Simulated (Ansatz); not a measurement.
**Sn (I4/mmm) under several functionals**

Plane-wave DFT in Ansatz with scalar-relativistic PAW potentials. The same structure was relaxed (cell and atoms, symmetry kept) in separate runs at each level. This form isn't the element's structure at ambient conditions. No spin polarisation.

```csv
level,cutoff (eV),k mesh,V (Å³/atom),a (Å),c (Å),B0 (GPa)
LDA,420,16×16×16,25.714,3.490,4.222,–
PBEsol,420,16×16×16,26.404,3.504,4.301,53
PBE+D3(BJ),420,16×16×16,26.689,3.509,4.335,51
r2SCAN,500,16×16×16,27.213,3.535,4.356,49
```

Question: Where does PBE (420 eV, k mesh 16×16×16) fall?

Answer: V (Å³/atom) 27.931, a (Å) 3.558, c (Å) 4.414. Its volume is the largest of the set. The usual order of volumes, LDA < PBEsol < PBE, holds here (25.714, 26.404, 27.931 Å³/atom). As a rule LDA overbinds; PBEsol, built on the gradient expansion of slowly varying densities, lies between LDA and PBE; PBE's stronger gradient term for exchange weakens bonds. Adding D3 to PBE changes the volume by -4.4 %; the term is attractive, so it pulls cells in. In metals the pairwise form ignores screening by the conduction electrons and often pulls in too far. r2SCAN lies 2.6 % under PBE in volume. B0 goes from 53.5 to 49.5 GPa as the volume grows by 3.1 %; on one curve with B' = 4.5 the volume alone, B ∝ V^(−B'), would give 46.7 GPa, and the rest of the difference is the functional's own stiffness.